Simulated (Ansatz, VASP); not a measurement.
## CoO: VASP beside Ansatz

```
CELL_PARAMETERS angstrom
1.50547 0.86918 2.43993
-1.50547 0.86918 2.43993
0.00000 -1.73837 2.43993
ATOMIC_POSITIONS crystal
Co 0.00000 0.00000 0.00000
O 0.50000 0.50000 0.50000
```

The cell is a database's computed one.

Alike in both runs: task single point; functional PBEsol; k mesh 6 × 6 × 6; occupations gaussian, width 0.1 eV; collinear spin.

|  | VASP | Ansatz |
| --- | --- | --- |
| version | VASP 6.6.1 | Ansatz 0.2.0 |
| potentials or method | VASP PAW PBE potentials, release 64 (Co, O) | scalar-relativistic, plane waves, PAW |
| plane-wave cutoff (eV) | 520 | 420 |
| valence electrons in the cell | 15 | 23 |

```tsv
	VASP	Ansatz	Ansatz less VASP
gap on the k mesh at the Fermi level (eV)	none	none	-
pressure (GPa)	-11.5	-10.7	+0.73
largest component of the traceless stress (GPa)	0.27	0.31	+0.039
net moment per atom (μB)	1.38	1.41	+0.025
size of the moment on the site where the two differ most (μB)	2.45	2.40	-0.045
```

Site moments also hang on the region over which each program counts them. A gap of «none» marks a metal or a gap that the smearing closes. The functional is the same, so the differences come from potentials, cutoffs and numerics. The two sets of potentials don't hold the same shells in valence.

Caveats: the k mesh is coarse (spacing up to 0.43 Å⁻¹), so the values aren't converged; the PAW data sets were made with another functional, which shifts forces and pressure a little (VASP); a cell with one magnetic atom can't hold antiferromagnetic order, which such compounds often take; semilocal functionals often make such compounds metallic where correlation or magnetic order opens a gap, which also shifts bond lengths.
